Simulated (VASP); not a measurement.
Here is a VASP 6.6.1 calculation.

INCAR

```
SYSTEM = InP
  PREC = Accurate
  ENCUT = 520
  EDIFF = 1E-6
  ISMEAR = -1
  SIGMA = 0.02
  LREAL = .False.
  LASPH = .True.
  NELM = 100
  ALGO = Normal
  ISIF = 2
  LWAVE = .False.
  LCHARG = .False.
  METAGGA = R2SCAN
  LMIXTAU = .True.
  NBANDS = 16
  KPAR = 4
```

Contents of KPOINTS:

```
regular mesh
0
Gamma
  7 7 7
  0 0 0
```

The input POSCAR:

```
InP
1.0
    0.0000000000      2.9305000000      2.9305000000
    2.9305000000      0.0000000000      2.9305000000
    2.9305000000      2.9305000000      0.0000000000
In P
1 1
Direct
    0.0000000000      0.0000000000      0.0000000000
    0.2500000000      0.2500000000      0.2500000000
```

Potentials or basis: VASP PAW PBE potentials, release 64 (In_d, P).

Launch:

```sh
$ cat potpaw_PBE.64/In_d/POTCAR potpaw_PBE.64/P/POTCAR > POTCAR
$ mpirun -np 4 vasp_std > vasp.out
```

(1) Predict the band gap on the k mesh.

(2) Estimate the pressure.

## Answers

(1) 1.17 eV, direct.

(2) 1.5 GPa.

Caveat: the PAW data sets were made with another functional, which shifts forces and pressure a little; spin-orbit coupling is left out, which moves the levels of the heavy elements.

**The experiment to reproduce.**

From a printed reference work, data compilation, for a bulk crystal of InP at 1.6 K: band gap 1.4236 eV (direct).

A measured gap of InP is 1.4236 eV (direct; 1.6 K; a printed reference work, data compilation); the calculated 1.17 eV misses it by -0.25 eV. Spin-orbit coupling on In is left out. The value is that of r2SCAN, without temperature or zero-point motion.
